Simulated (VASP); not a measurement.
# ZnS (Wurtzite-2H) (P6_3mc) in VASP: further runs, part 2 of 2

VASP 6.6.1. Earlier steps stand in the parts before.

### Step 4. Single point, PBE

Contents of INCAR:

```
PREC = Accurate
ENCUT = 520
EDIFF = 1E-6
ISMEAR = 0
SIGMA = 0.01
LREAL = False
LASPH = True
NELM = 80
ALGO = Normal
ISIF = 2
LWAVE = False
LCHARG = False
GGA = PE
NBANDS = 26
```

Contents of KPOINTS:

```
regular mesh
0
Gamma
  12 12 4
```

Contents of POSCAR:

```
ZnS
1.0
    3.8110000000      0.0000000000      0.0000000000
   -1.9055000000      3.3004228138      0.0000000000
    0.0000000000      0.0000000000      6.2340000000
Zn S
2 2
Direct
    0.3333330000      0.6666670000      0.0000000000
    0.6666670000      0.3333330000      0.5000000000
    0.3333330000      0.6666670000      0.3850000000
    0.6666670000      0.3333330000      0.8850000000
```

Potentials or basis: VASP PAW PBE potentials, release 64 (Zn, S).

Command:

```console
$ cat potpaw_PBE.64/Zn/POTCAR potpaw_PBE.64/S/POTCAR > POTCAR
$ mpirun -np 1 vasp_std > vasp.out
```

OUTCAR:

```text
PREC = Accurate
   ENCUT = 520
   EDIFF = 1E-6
   ISMEAR = 0
   LREAL = False
   LASPH = True
   NELM = 80
   ISIF = 2
   GGA = PE

 ion  position               nearest neighbor table
   1  0.333  0.667  0.000-   4 2.31   4 2.31   4 2.31   3 2.40
   2  0.667  0.333  0.500-   3 2.31   3 2.31   3 2.31   4 2.40
   3  0.333  0.667  0.385-   2 2.31   2 2.31   2 2.31   1 2.40
   4  0.667  0.333  0.885-   1 2.31   1 2.31   1 2.31   2 2.40

  LATTYP: Found a hexagonal cell.
[... 896 lines left out ...]
  FORCE on cell =-STRESS in cart. coord.  units (eV):
  Direction    XX          YY          ZZ          XY          YZ          ZX
  --------------------------------------------------------------------------------------
  -------------------------------------------------------------------------------------
  Total        1.5556302      1.5556302      0.5480198      0.0000000     -0.0000000      0.0000000
  in kB       31.7864195     31.7864195     11.1977692      0.0000000     -0.0000000      0.0000000
  external PRESSURE =      24.9235361 kB  Pullay stress =       0.0000000 kB

 VOLUME and BASIS-vectors are now :
 -----------------------------------------------------------------------------
  energy-cutoff  :      520.00
  volume of cell :       78.41
      direct lattice vectors                 reciprocal lattice vectors
     3.811000000  0.000000000  0.000000000     0.262398321  0.151495741  0.000000000
    -1.905500000  3.300422814  0.000000000     0.000000000  0.302991482  0.000000000
     0.000000000  0.000000000  6.234000000     0.000000000  0.000000000  0.160410651

 POSITION                                       TOTAL-FORCE (eV/Angst)
 -----------------------------------------------------------------------------------
     -0.00000      2.20028      0.00000        -0.000000      0.000000      0.322589
      1.90550      1.10014      3.11700         0.000000     -0.000000      0.322589
     -0.00000      2.20028      2.40009         0.000000     -0.000000     -0.322589
      1.90550      1.10014      5.51709         0.000000      0.000000     -0.322589
 -----------------------------------------------------------------------------------
    total drift:                               -0.001003      0.000579      0.000458

  FREE ENERGIE OF THE ION-ELECTRON SYSTEM (eV)
  ---------------------------------------------------
  free  energy   TOTEN  =       -13.6540758257 eV

  energy  without entropy=      -13.6540758257  energy(sigma->0) =      -13.65407583
```

stdout:

```text
POSCAR found type information on POSCAR ZnS
 POSCAR found :  2 types and       4 ions
 scaLAPACK will be used
 LDA part: xc-table for (Slater+PW92), standard interpolation
 POSCAR, INCAR and KPOINTS ok, starting setup
 FFT: planning ... GRIDC
 FFT: planning ... GRID_SOFT
 FFT: planning ... GRID
 WAVECAR not read
 entering main loop
```

It took 55 s on 1 thread of AMD EPYC 9R14 (Zen 4), shared host; peak memory 0.2 GiB.

What came out:

| Item | Value |
| --- | --- |
| Free energy | -13.6541 eV |
| Pressure | 2.5 GPa |
| Largest force | 0.323 eV/Å |
| Band gap on the k mesh | 2.25 eV, direct |

Forces in eV/Å, atoms in the order of the input:
```
Zn   0.000  0.000  0.323
Zn   0.000  0.000  0.323
S    0.000  0.000 -0.323
S    0.000  0.000 -0.323
```

Levels at points of the mesh, in eV from the valence-band top:
```
           k point  band 14  band 15  band 16  band 17  band 18  band 19  band 20  band 21  band 22  band 23
(0.00, 0.00, 0.00)    -0.86    -0.86    -0.01    -0.01     0.00     2.25     3.00     6.30     6.30     6.61
(0.50, 0.00, 0.00)    -4.21    -3.16    -2.25    -1.56    -0.98     3.62     4.27     5.18     7.14     7.42
(0.00, 0.00, 0.50)    -2.76    -0.45    -0.45    -0.45    -0.45     3.51     3.51     6.73     6.73     6.73
(0.50, 0.00, 0.50)    -4.90    -1.66    -1.66    -1.53    -1.53     3.62     3.62     5.15     5.15     9.00
```

### Step 5. Single point, PBE

Contents of INCAR:

```
PREC     = Accurate       # precision mode
ENCUT    = 520            # plane-wave cutoff, eV
EDIFF    = 1E-6           # SCF threshold, eV
ISMEAR   = 0              # smearing method
SIGMA    = 0.01           # smearing width, eV
LREAL    = False          # projectors in reciprocal space
LASPH    = True           # aspherical terms in the spheres
NELM     = 80             # most SCF steps
ALGO     = Normal         # electronic algorithm
ISIF     = 2              # what is computed and relaxed
LWAVE    = False          # write WAVECAR
LCHARG   = False          # write CHGCAR
GGA      = PE             # functional
NBANDS   = 26             # bands
```

Contents of KPOINTS:

```
regular mesh
0
Gamma
  12 12 6
```

POSCAR is that of step 4.

Command:

```console
$ cat potpaw_PBE.64/Zn/POTCAR potpaw_PBE.64/S/POTCAR > POTCAR
$ mpirun -np 1 vasp_std > vasp.out
```

It took 72 s on 1 thread of AMD EPYC 9R14 (Zen 4), shared host; peak memory 0.24 GiB.

It converged, with:

```yaml
Free_energy: -13.6541 eV
Pressure: 2.5 GPa
Largest_force: 0.323 eV/Å
Band_gap_on_the_k_mesh: 2.25 eV, direct
```

Forces on the atoms (eV/Å):
```
Zn   0.000  0.000  0.323
Zn   0.000  0.000  0.323
S    0.000  0.000 -0.323
S    0.000  0.000 -0.323
```

Stress tensor (GPa, compression positive):
```
3.18 0.00 0.00
0.00 3.18 0.00
0.00 0.00 1.12
```

Levels at points of the mesh, in eV from the valence-band top:
```
           k point  band 16  band 17  band 18  band 19  band 20  band 21
(0.00, 0.00, 0.00)    -0.01    -0.01     0.00     2.25     3.00     6.30
(0.50, 0.00, 0.00)    -2.25    -1.56    -0.98     3.62     4.27     5.18
(0.00, 0.00, 0.50)    -0.45    -0.45    -0.45     3.51     3.51     6.73
(0.50, 0.00, 0.50)    -1.66    -1.53    -1.53     3.62     3.62     5.15
```

### Step 6. Overview

```tsv
k mesh	gap on the mesh (eV)	pressure (GPa)	largest force (eV/Å)
3 × 3 × 2	2.24	3.1	0.37
6 × 6 × 4	2.25	2.5	0.32
12 × 12 × 4	2.25	2.5	0.32
12 × 12 × 6	2.25	2.5	0.32
```

Alike in all rows: task single point; level PBE; potentials or basis VASP PAW PBE potentials, release 64 (Zn, S); no spin polarisation; cell as given; cutoff (eV) 520; smearing gaussian 0.01 eV.

Caveats: some runs use coarse meshes.

Absolute energies hang on the potentials; compare differences alone.

### Step 7. How close it comes

Step 3. A measured gap of ZnS is 3.911 eV (direct; 4 K; a printed reference work, monograph); the calculated 2.25 eV misses it by -1.66 eV. The value is that of PBE, without temperature or zero-point motion. Semilocal functionals fall short of measured gaps as a rule.

Step 4. A measured gap of ZnS is 3.911 eV (direct; 4 K; a printed reference work, monograph); the calculated 2.25 eV misses it by -1.66 eV. The value is that of PBE on a finite k mesh, which can miss the band edges, without temperature or zero-point motion. Semilocal functionals fall short of measured gaps as a rule.

Step 5. Measured gap of ZnS: 3.911 eV (direct; 4 K; a printed reference work, monograph). This calculation gives 2.25 eV (-1.66 eV). The value is that of PBE on a finite k mesh, which can miss the band edges, without temperature or zero-point motion. Semilocal functionals fall short of measured gaps as a rule.
